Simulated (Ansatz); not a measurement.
C: two-dimensional strain map

All numbers below come from DFT PBE, scalar-relativistic, plane waves, PAW in Ansatz 0.2.0. Settings: plane waves to 420 eV, k-mesh 12×12×12 (Γ-centred), Gaussian smearing 0.05 eV. No spin polarisation. Energies are free energies at this smearing, counted from the undisturbed cell; pressure is positive in compression.

Reference structure (as given, not relaxed at this level; it stands at 1.8 GPa):

```
C
1.0
     0.00000    1.78340    1.78340
     1.78340    0.00000    1.78340
     1.78340    1.78340    0.00000
C
2
Direct
  0.50000 0.50000 0.50000
  0.75000 0.75000 0.75000
```

The cell is strained by p along both x and y and by q along z, fractional coordinates fixed. Points are written (p, q).

Energy above the undisturbed cell in meV/atom (a dash: not computed):

```
 p \ q  -0.030  -0.015  0.000  0.015  0.030
-0.030       ?    54.1   44.0   43.1   51.0
-0.015    35.9       ?   11.7   12.9   22.7
 0.000    19.2     5.2    0.0      ?   14.6
 0.015    22.0    10.4      ?   12.3   25.1
 0.030    42.3    33.1   31.9   38.4   52.4
```

Q: Fill in the withheld energies.

A: (-0.030, -0.030): 73.8; (-0.015, -0.015): 19.2; (0.000, 0.015): 3.3; (0.015, 0.000): 7.3.